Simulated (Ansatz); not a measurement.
**KTaO3: moving Ta off its site**

KTaO3, Pm-3m, a = 3.988 Å (as given, not relaxed at this level: 0.3 GPa). The structure is a COD entry; whether it is the stable form wasn't checked. Ansatz: r2SCAN, PAW, 500 eV, Γ-centred 6×6×6 mesh on 5 atoms, Gaussian smearing 0.05 eV; no spin polarisation.

```yaml
crystal:
  lattice:
    - [3.98830, 0.00000, 0.00000]
    - [0.00000, 3.98830, 0.00000]
    - [0.00000, 0.00000, 3.98830]
  atoms:
    - { symbol: K, position: [0.50000, 0.50000, 0.50000] }
    - { symbol: Ta, position: [0.00000, 0.00000, 0.00000] }
    - { symbol: O, position: [0.50000, 0.00000, 0.00000] }
    - { symbol: O, position: [0.00000, 0.50000, 0.00000] }
    - { symbol: O, position: [0.00000, 0.00000, 0.50000] }
```

Atom 2 (Ta) moves by x along the unit vector (-1.000, 0.000, 0.000), with its periodic images; all else is held. y is the free energy of the cell over the start, F the force along the path summed over the moved atoms. Symmetry makes y even in x.

| x (Å) | y (meV) | F (eV/Å) |
| --- | --- | --- |
| -0.3000 | ? | ? |
| -0.1500 | 54.1 | 1.20 |
| 0.0000 | 0.0 | 0.00 |
| 0.0375 | 1.1 | -0.07 |
| 0.0750 | 6.3 | -0.24 |
| 0.1125 | 21.2 | -0.59 |
| 0.1875 | 114.9 | -2.10 |
| 0.2250 | 215.7 | -3.34 |
| 0.2625 | 369.8 | -4.95 |

Task: Fit y = c2 x² + c4 x⁴ to the energies of the other rows, give the force constant, and predict energy and force of the missing row.

Result: Least squares on the rows shown. y = 1016.8 x² + 63352 x⁴. The force constant is 2 c2 = 2.03 eV/Å² (for all images moving together, not for a lone atom). The force −dy/dx at the missing row is 7.45 eV/Å (computed 6.98). With a term in x⁶ added, the coefficient of x² becomes 743.7, 27 % less, which shows how far this figure hangs on the form. At x = -0.3000 the fit asked for gives 604.7 meV. The run gave 592.2 meV, so the fit is 12.5 meV too high, 2.1 % of the span of the series, against an rms of 1.3 meV on the fitted rows. The row lies outside the fitted range. With a term in x⁶ added, a fit to the same known rows predicts 587.1 meV, a smaller miss on the other side.

Spin–orbit coupling is left out, which can shift energies with elements as heavy as these.

Symmetry holds off the tilts and polar distortions that many cubic perovskites undergo.